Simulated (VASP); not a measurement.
# InSb in VASP: work function with LDA

Aim: the work function of InSb with LDA.

All numbers are computed with VASP 6.6.1; they aren't measurements. Logs are shortened: lines on timing, memory, paths and dates and some standing lists are left out, and cuts for length are marked.

## (1) The slab as given

The cell holds a slab with vacuum, 4 atoms: a = 6.478 Å, b = 4.581 Å, c = 12.290 Å, α = 90.00°, β = 90.00°, γ = 90.00°.

## (2) Work function, LDA

INCAR reads:

```
SYSTEM = InSb
ALGO = Fast
DIPOL = 0.5 0.5 0.500
EDIFF = 1E-6
ENCUT = 300
GGA = CA
IDIPOL = 3
ISIF = 2
ISMEAR = 1
KPAR = 2
LASPH = .TRUE.
LCHARG = .TRUE.
LDIPOL = .TRUE.
LREAL = .FALSE.
LVACPOTAV = .TRUE.
LVHAR = .TRUE.
LWAVE = .FALSE.
NELM = 100
PREC = Accurate
SIGMA = 0.1
```

KPOINTS reads:

```
k-points
0
G
  2 4 1
  0 0 0
```

POSCAR reads:

```
InSb
1.0
    6.4782000000      0.0000000000      0.0000000000
    0.0000000000      4.5807791500      0.0000000000
    0.0000000000      0.0000000000     12.2903895766
In Sb
2 2
Direct
    0.5000000000      0.5000000000      0.4068219293
    0.0000000000      0.0000000000      0.5931780707
    0.7500000000      0.0000000000      0.4068219293
    0.2500000000      0.5000000000      0.5931780707
```

Potentials or basis: VASP PAW LDA potentials, release 64 (In_d, Sb).

Launch:

```bash
$ cat potpaw_LDA.64/In_d/POTCAR potpaw_LDA.64/Sb/POTCAR > POTCAR
$ mpirun -np 2 vasp_std > vasp.out
```

OUTCAR:

```text
SYSTEM = InSb
   EDIFF = 1E-6
   ENCUT = 300
   GGA = CA
   ISIF = 2
   ISMEAR = 1
   LASPH = .TRUE.
   LREAL = .FALSE.
   NELM = 100
   PREC = Accurate

 ion  position               nearest neighbor table
   1  0.500  0.500  0.407-   3 2.81   3 2.81   4 2.81
   2  0.000  0.000  0.593-   4 2.81   4 2.81   3 2.81
   3  0.750  0.000  0.407-   1 2.81   1 2.81   2 2.81
   4  0.250  0.500  0.593-   2 2.81   2 2.81   1 2.81

  LATTYP: Found a simple orthorhombic cell.
 ALAT       =     4.5807791500
 B/A-ratio  =     1.4142135623
 C/A-ratio  =     2.6830347358

  Lattice vectors:

 A1 = (   0.0000000000,  -4.5807791500,   0.0000000000)
 A2 = (   6.4782000000,   0.0000000000,   0.0000000000)
 A3 = (   0.0000000000,   0.0000000000,  12.2903895766)

Analysis of symmetry for initial positions (statically):
=====================================================================
 Subroutine PRICEL returns:
 Original cell was already a primitive cell.

 Routine SETGRP: Setting up the symmetry group for a
 simple orthorhombic supercell.

 Subroutine GETGRP returns: Found  4 space group operations
 (whereof  2 operations were pure point group operations)
 out of a pool of  8 trial point group operations.

The static configuration has the point symmetry C_1h.
 The point group associated with its full space group is C_2v.

Analysis of symmetry for dynamics (positions and initial velocities):
=====================================================================
 Subroutine PRICEL returns:
 Original cell was already a primitive cell.

 Routine SETGRP: Setting up the symmetry group for a
 simple orthorhombic supercell.

 Subroutine GETGRP returns: Found  4 space group operations
 (whereof  2 operations were pure point group operations)
 out of a pool of  8 trial point group operations.

The dynamic configuration has the point symmetry C_1h.
 The point group associated with its full space group is C_2v.

 Subroutine INISYM returns: Found  4 space group operations
 (whereof  2 operations are pure point group operations),
 and found     1 'primitive' translations

----------------------------------------------------------------------------------------

                                     Primitive cell

  volume of cell :     364.7198

  direct lattice vectors                    reciprocal lattice vectors
     6.478200000  0.000000000  0.000000000     0.154363867  0.000000000  0.000000000
     0.000000000  4.580779150  0.000000000     0.000000000  0.218303474  0.000000000
     0.000000000  0.000000000 12.290389577     0.000000000  0.000000000  0.081364386

  length of vectors
     6.478200000  4.580779150 12.290389577     0.154363867  0.218303474  0.081364386

  position of ions in fractional coordinates (direct lattice)
     0.500000000  0.500000000  0.406821929
     0.000000000  0.000000000  0.593178071
     0.750000000  0.000000000  0.406821929
     0.250000000  0.500000000  0.593178071

  ion indices of the primitive-cell ions
   primitive index   ion index
                 1           1
                 2           2
                 3           3
                 4           4

----------------------------------------------------------------------------------------

 KPOINTS: k-points

Automatic generation of k-mesh.
 Grid dimensions read from file:
 generate k-points for:    2    4    1

 Generating k-lattice:

  Cartesian coordinates                     Fractional coordinates (reciprocal lattice)
     0.077181933  0.000000000  0.000000000     0.500000000  0.000000000  0.000000000
     0.000000000  0.054575868  0.000000000     0.000000000  0.250000000  0.000000000
     0.000000000  0.000000000  0.081364386     0.000000000  0.000000000  1.000000000

  Length of vectors
     0.077181933  0.054575868  0.081364386

  Shift w.r.t. Gamma in fractional coordinates (k-lattice)
     0.000000000  0.000000000  0.000000000

 Subroutine IBZKPT returns following result:
 ===========================================

 Found      6 irreducible k-points:

 Following reciprocal coordinates:
            Coordinates               Weight
  0.000000  0.000000  0.000000      1.000000
  0.500000  0.000000  0.000000      1.000000
  0.000000  0.250000  0.000000      2.000000
  0.500000  0.250000  0.000000      2.000000
  0.000000  0.500000  0.000000      1.000000
  0.500000  0.500000  0.000000      1.000000
   k-points           NKPTS =      6   k-points in BZ     NKDIM =      6   number of bands    NBANDS=     22
   number of dos      NEDOS =    301   number of ions     NIONS =      4
   total plane-waves  NPLWV =  78400
   dimension x,y,z NGX =    40 NGY =   28 NGZ =   70
   dimension x,y,z NGXF=    80 NGYF=   56 NGZF=  140
   ions per type =               2   2
   NGX,Y,Z   is equivalent  to a cutoff of  10.26, 10.16,  9.47 a.u.
   NGXF,Y,Z  is equivalent  to a cutoff of  20.53, 20.32, 18.94 a.u.
 SYSTEM =  InSb
   PREC   = accura    normal or accurate (medium, high low for compatibility)
   ISTART =      0    job   : 0-new  1-cont  2-samecut
   ICHARG =      2    charge: 1-file 2-atom 10-const
   ISPIN  =      1    spin polarized calculation?
   LNONCOLLINEAR =      F non collinear calculations
   LSORBIT =      F    spin-orbit coupling
   LASPH  =      T    aspherical Exc in radial PAW
   ENCUT  =  300.0 eV  22.05 Ry    4.70 a.u.   9.15  6.47 17.36*2*pi/ulx,y,z
   NELM   =    100;   NELMIN=  2; NELMDL= -5     # of ELM steps
   EDIFF  = 0.1E-05   stopping-criterion for ELM
   LREAL  =      F    real-space projection
   EDIFFG = 0.1E-04   stopping-criterion for IOM
   NSW    =      0    number of steps for IOM
   IBRION =     -1    ionic relax: 0-MD 1-quasi-New 2-CG
   NFREE  =      0    steps in history (QN), initial steepest desc. (CG)
   ISIF   =      2    stress and relaxation
   ISYM   =      2    0-nonsym 1-usesym 2-fastsym
   POTIM  = 0.5000    time-step for ionic-motion
   TEBEG  =    0.0;   TEEND  =   0.0 temperature during run
   PSTRESS=    0.0 pullay stress
   NELECT =      36.0000    total number of electrons
   NUPDOWN=      -1.0000    fix difference up-down
   EMIN   =  10.00;   EMAX   =-10.00  energy-range for DOS
   EFERMI =   0.00;   METHOD = LEGACY
   ISMEAR =     1;   SIGMA  =   0.10  broadening in eV -4-tet -1-fermi 0-gaus
   EFERMI_NEDOS =   21; number of points for ismear=-14 and -15
   IALGO  =     68    algorithm
   IMIX   =      4    mixing-type and parameters
     AMIX     =   0.40;   BMIX     =  1.00
     AMIX_MAG =   1.60;   BMIX_MAG =  1.00
  volume/ion in A,a.u.               =      91.18       615.31
  Fermi-wavevector in a.u.,A,eV,Ry     =   0.756582  1.429732  7.788192  0.572416
  Thomas-Fermi vector in A             =   1.854735
   LORBIT       =      0    0 simple, 1 ext, 2 COOP (PROOUT), +10 PAW based schemes
   GGA     = CA    functional components
   LHFCALC =     F    Hartree Fock is set to
   AEXX    =    0.0000 exact exchange contribution
   IVDW    =     0    specifies the selected vdW correction
   LEPSILON=     F    determine dielectric tensor
   LRPA    =     F    only Hartree local field effects (RPA)
 non-spin polarized calculation
 RMM-DIIS sequential band-by-band and
 Methfessel and Paxton  Order N= 1 SIGMA  =   0.10
  energy-cutoff  :      300.00
  volume of cell :      364.72
 maximum number of plane-waves:      4333
 NGX is ok and might be reduce to    40
   NGX = 19   NGY = 13   NGZ = 35

 number of electron      36.0000085 magnetization

 dipolmoment           0.000000      0.000000     -0.000000 electrons x Angstroem

 Free energy of the ion-electron system (eV)
  ---------------------------------------------------
  ext. energy  EPLUGINS =         0.00000000
  ---------------------------------------------------
  free energy    TOTEN  =       -13.77107153 eV

  energy without entropy =      -13.77186439  energy(sigma->0) =      -13.77133581

 E-fermi :  -1.1722     XC(G=0):  -4.4815

 val. band max:       -1.2557893356   @ k =   0.0000   0.0000   0.0000
 cond. band min:      -0.5066808324   @ k =   0.5000   0.0000   0.0000
 fundamental gap:      0.7491085032
 Fermi energy:        -1.1721817699

 k-point     1 :       0.0000    0.0000    0.0000
  band No.  band energies     occupation
      1     -15.6122      2.00000
      2     -15.5740      2.00000
      3     -15.5656      2.00000
      4     -15.5504      2.00000
      5     -15.5232      2.00000
      6     -15.5186      2.00000
      7     -15.4596      2.00000
      8     -15.4520      2.00000
      9     -15.4411      2.00000
     10     -15.4386      2.00000
     11     -10.8373      2.00000
     12      -9.6325      2.00000
     13      -6.2060      2.00000
     14      -3.5388      2.00000
     15      -2.9314      2.00000
     16      -2.4548      2.00000
     17      -2.3701      2.00000
     18      -1.2558      1.99742
     19      -0.2668     -0.00000
     20       0.6620     -0.00000
     21       1.0996      0.00000
     22       1.5755      0.00000

 k-point     2 :       0.5000    0.0000    0.0000
  band No.  band energies     occupation
      1     -15.5942      2.00000
      2     -15.5942      2.00000
      3     -15.5570      2.00000
      4     -15.5570      2.00000
      5     -15.5211      2.00000
      6     -15.5211      2.00000
      7     -15.4506      2.00000
      8     -15.4506      2.00000
      9     -15.4450      2.00000
     10     -15.4450      2.00000
     11     -10.3174      2.00000
     12     -10.3174      2.00000
     13      -5.2808      2.00000
     14      -5.2808      2.00000
     15      -1.9177      2.00000
     16      -1.9177      2.00000
     17      -1.5830      2.00000
     18      -1.5830      2.00000
     19      -0.5067     -0.00000
     20      -0.5067     -0.00000
     21       1.2181      0.00000
     22       1.2181      0.00000

 k-point     3 :       0.0000    0.2500    0.0000
  band No.  band energies     occupation
      1     -15.6060      2.00000
      2     -15.5749      2.00000
      3     -15.5598      2.00000
      4     -15.5573      2.00000
      5     -15.5279      2.00000
      6     -15.5260      2.00000
      7     -15.4584      2.00000
      8     -15.4555      2.00000
      9     -15.4369      2.00000
     10     -15.4315      2.00000
     11     -10.4790      2.00000
     12      -9.4551      2.00000
     13      -6.4124      2.00000
     14      -4.5978      2.00000
     15      -3.3407      2.00000
     16      -2.8247      2.00000
     17      -2.0669      2.00000
     18      -1.7707      2.00000
     19      -0.4414     -0.00000
     20       0.4614     -0.00000
     21       1.8929      0.00000
     22       2.2128      0.00000

 k-point     4 :       0.5000    0.2500    0.0000
  band No.  band energies     occupation
      1     -15.5907      2.00000
      2     -15.5907      2.00000
      3     -15.5557      2.00000
      4     -15.5557      2.00000
      5     -15.5292      2.00000
      6     -15.5292      2.00000
      7     -15.4576      2.00000
      8     -15.4576      2.00000
      9     -15.4347      2.00000
     10     -15.4347      2.00000
     11     -10.0205      2.00000
     12     -10.0205      2.00000
     13      -5.6557      2.00000
     14      -5.6557      2.00000
     15      -3.1322      2.00000
     16      -3.1322      2.00000
     17      -1.4490      2.00065
     18      -1.4490      2.00065
     19      -0.3382     -0.00000
     20      -0.3382     -0.00000
     21       2.4229      0.00000
     22       2.4229      0.00000

 k-point     5 :       0.0000    0.5000    0.0000
  band No.  band energies     occupation
      1     -15.5935      2.00000
      2     -15.5935      2.00000
      3     -15.5550      2.00000
      4     -15.5550      2.00000
      5     -15.5317      2.00000
      6     -15.5317      2.00000
      7     -15.4621      2.00000
      8     -15.4621      2.00000
      9     -15.4243      2.00000
     10     -15.4243      2.00000
     11      -9.6702      2.00000
     12      -9.6702      2.00000
     13      -6.2413      2.00000
     14      -6.2413      2.00000
     15      -3.0869      2.00000
     16      -3.0869      2.00000
     17      -1.6984      2.00000
     18      -1.6984      2.00000
     19      -0.4488     -0.00000
     20      -0.4488     -0.00000
     21       1.5082      0.00000
     22       1.5082      0.00000

 k-point     6 :       0.5000    0.5000    0.0000
  band No.  band energies     occupation
      1     -15.5899      2.00000
      2     -15.5899      2.00000
      3     -15.5540      2.00000
      4     -15.5540      2.00000
      5     -15.5354      2.00000
      6     -15.5354      2.00000
      7     -15.4644      2.00000
      8     -15.4644      2.00000
      9     -15.4237      2.00000
     10     -15.4237      2.00000
     11      -9.6192      2.00000
     12      -9.6192      2.00000
     13      -6.4029      2.00000
     14      -6.4029      2.00000
     15      -2.7408      2.00000
     16      -2.7408      2.00000
     17      -2.4160      2.00000
     18      -2.4160      2.00000
     19      -0.0179     -0.00000
     20      -0.0179     -0.00000
     21       2.1713      0.00000
     22       2.1713      0.00000

------------------------ aborting loop because EDIFF is reached ----------------------------------------

  FORCE on cell =-STRESS in cart. coord.  units (eV):
  Direction    XX          YY          ZZ          XY          YZ          ZX
  --------------------------------------------------------------------------------------
  -------------------------------------------------------------------------------------
  Total       -2.1226226     -0.8729581     -0.8900306      0.0000000      0.0000000      0.0000000
  in kB       -9.3244671     -3.8348170     -3.9098145      0.0000000      0.0000000      0.0000000
  external PRESSURE =      -5.6896995 kB  Pullay stress =       0.0000000 kB

 VOLUME and BASIS-vectors are now :
 -----------------------------------------------------------------------------
  energy-cutoff  :      300.00
  volume of cell :      364.72
      direct lattice vectors                 reciprocal lattice vectors
     6.478200000  0.000000000  0.000000000     0.154363867  0.000000000  0.000000000
     0.000000000  4.580779150  0.000000000     0.000000000  0.218303474  0.000000000
     0.000000000  0.000000000 12.290389577     0.000000000  0.000000000  0.081364386

 POSITION                                       TOTAL-FORCE (eV/Angst)
 -----------------------------------------------------------------------------------
      3.23910      2.29039      5.00000         0.246738      0.000000      0.676060
      0.00000      0.00000      7.29039         0.246738      0.000000     -0.676060
      4.85865      0.00000      5.00000        -0.246738      0.000000     -0.364556
      1.61955      2.29039      7.29039        -0.246738      0.000000      0.364556
 -----------------------------------------------------------------------------------
    total drift:                                0.001609      0.000000      0.000000

  FREE ENERGIE OF THE ION-ELECTRON SYSTEM (eV)
  ---------------------------------------------------
  free  energy   TOTEN  =       -13.7710715271 eV

  energy  without entropy=      -13.7718643860  energy(sigma->0) =      -13.77133581

 vacuum level on the upper side and lower side of the slab         3.444         3.444
```

Run time: 25 s. Hardware: 2 MPI ranks of Intel Xeon Platinum 8375C at 2.90GHz (Ice Lake), shared host; peak memory 0.19 GiB.

Results:

```yaml
Free_energy: -13.7711 eV
Largest_force: 0.720 eV/Å
Band_gap_on_the_k_mesh: 0.75 eV, indirect (least direct gap 0.99 eV)
Ionisation_potential_of_the_upper_face: 4.70 eV
```

Forces on the atoms (eV/Å):
```
In   0.247  0.000  0.676
In   0.247  0.000 -0.676
Sb  -0.247  0.000 -0.365
Sb  -0.247  0.000  0.365
```

Caveat: the k mesh is coarse (spacing up to 0.48 Å⁻¹), so the values aren't converged; spin-orbit coupling is left out, which moves the levels of the heavy elements.
